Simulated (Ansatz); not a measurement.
Crystal: GaSb.

```
Sb Ga
1.0
     0.00000    3.05900    3.05900
     3.05900    0.00000    3.05900
     3.05900    3.05900    0.00000
Sb Ga
1 1
Direct
  0.75000 0.75000 0.75000
  0.00000 0.00000 0.00000
```

Base run:

| Property | Result |
| --- | --- |
| Program | Ansatz 0.2.0 |
| Functional | PBEsol |
| Potentials or basis | Ansatz PAW |
| Cutoff | 420 eV (not typed: the program's choice for these potentials) |
| k mesh | 8 × 8 × 8 |
| Occupations | gaussian, width 0.1 eV |
| Spin | no spin polarisation |

Its results: band gap on the k mesh none (metal or under the smearing width); pressure -0.2 GPa.

Q: The run is repeated on the same cell with these changes: functional from PBEsol to PBE; occupations from gaussian, width 0.1 eV to gaussian, width 0.05 eV. What comes out?

A: Band gap on the k mesh none (metal or under the smearing width); pressure 2.3 GPa.

Caveats: this crystal is a semiconductor, whose small gap the functional closes, so the metal is an error of the method; the PAW data sets come from PBE, with cores solved anew for the run's functional, which leaves a small shift of forces and pressure (some runs).
